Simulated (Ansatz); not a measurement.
**GaAs: properties at the relaxed cell**

An exercise on one series of results from a longer session: the logs are not shown, and one member is left open.

Method: DFT r2SCAN, scalar-relativistic, plane waves, PAW, in Ansatz 0.2.0.

1 further run of the same task is left out (set aside as unsound or not needed).

### The structure to begin with

Symmetry: F-43m, No. 216, cubic system. The conventional cell has a = 5.666 Å, b = 5.666 Å, c = 5.666 Å, α = 90.00°, β = 90.00°, γ = 90.00°. Ga (site symmetry -43m) is surrounded by 4 As at 2.45 Å. Around As (site symmetry -43m) lie 4 Ga at 2.45 Å.

Structure file:

```cif
data_structure
_symmetry_space_group_name_H-M 'P 1'
_symmetry_Int_Tables_number 1
_cell_length_a 4.0068
_cell_length_b 4.0068
_cell_length_c 4.0068
_cell_angle_alpha 60.000
_cell_angle_beta 60.000
_cell_angle_gamma 60.000
_cell_volume 45.48
loop_
_atom_site_label
_atom_site_type_symbol
_atom_site_fract_x
_atom_site_fract_y
_atom_site_fract_z
_atom_site_occupancy
Ga1 Ga 0.00000 0.00000 0.00000 1
As1 As 0.25000 0.25000 0.25000 1
```

It is the result of an earlier relaxation at this level (volume 22.74 Å³/atom; gap on the mesh: 0.96 eV).

Set-up of the first run:

File input.yaml:

```yaml
crystal:
  lattice:
    - [0.0, 2.8332037363, 2.8332037363]
    - [2.8332037363, 0.0, 2.8332037363]
    - [2.8332037363, 2.8332037363, 0.0]
  atoms:
    - { symbol: Ga, position: [0.0, 0.0, 0.0] }
    - { symbol: As, position: [0.25, 0.25, 0.25] }
basis:
  ecutwfc: 500
kpoints:
  mp_grid: { grid: [8, 8, 8] }
  band_path:
    path:
      - [[0.0, 0.0, 0.0], [-0.5, -0.5, 0.0], [-0.375, -0.375, 0.25]]
      - [[-0.375, 0.0, 0.375], [0.0, 0.0, 0.0], [0.0, 0.0, 0.5], [-0.5, -0.25, 0.25], [-0.5, -0.5, 0.0]]
    npoints: 14
hamiltonian:
  xc: r2scan
scf:
  occupations: { method: gaussian, width: 0.02 }
  n_extra_bands: 6
output:
  forces: true
  stress: true
  eigenvalues: true
  populations: true
  dos: { projected: true, de: 0.02, nscf_kmesh: { grid: [12, 12, 12] } }
  bader: true
  write_density: true
  write_potential: true
  elf: true
  volumetric_format: npy
```

On the command line:

```bash
$ ansatz run input.yaml --threads 1 --pin off --max-ram 2560MiB --backend cpu --events-out ev --progress --plain --runs-dir out
```

Steps of the session up to this table: Bands, states and charges; Band edges anywhere in the zone; Eigenvalues a small step from each edge; Back to the database's cell; Optical spectrum; Volume × 0.97; Volume × 1.03; Volume × 0.94; Point at V/V0 = 1.06; Volume × 0.91; Point at V/V0 = 1.10; The cell scaled to 0.88 of its volume.

One of the session's tables, all rows but one given; the rest of the session is left out.

It belongs to the step «Energy against volume». 

```
volume (Å³/atom)  energy above the lowest point (meV/atom)  pressure (GPa)  gap on the mesh (eV)
          20.013                                      93.8           12.38                  1.52
          20.695                                      49.6            8.47                  1.59
          21.378                                      20.8            5.17                  1.47
          22.060                                       4.9            2.37                  1.21
          22.742                                       0.0            0.00                  0.96
          23.425                                         ?               ?                     ?
          24.107                                      16.6           -3.69                  0.50
          25.016                                      43.0           -5.54                  0.22
```

Estimate the missing values for volume (Å³/atom) = 23.425.

Worked estimate for «energy above the lowest point (meV/atom)». A straight line through the neighbours (22.742, 0.0) and (24.107, 16.6) gives 0.0 + (16.6 − 0.0) × (23.425 − 22.742) / (24.107 − 22.742) = 8.3; a parabola fitted to 4 rows on both sides gives 4.5.

The run gave: energy above the lowest point (meV/atom): 4.4; pressure (GPa): -2.00; gap on the mesh (eV): 0.73. In «energy above the lowest point (meV/atom)» the line misses by +3.9 and the parabola by +0.1.

Caveats from the session: The gap on the mesh goes from 1.52 eV at the smallest volume to 0.22 eV at the largest, through a peak of 1.59 eV between.
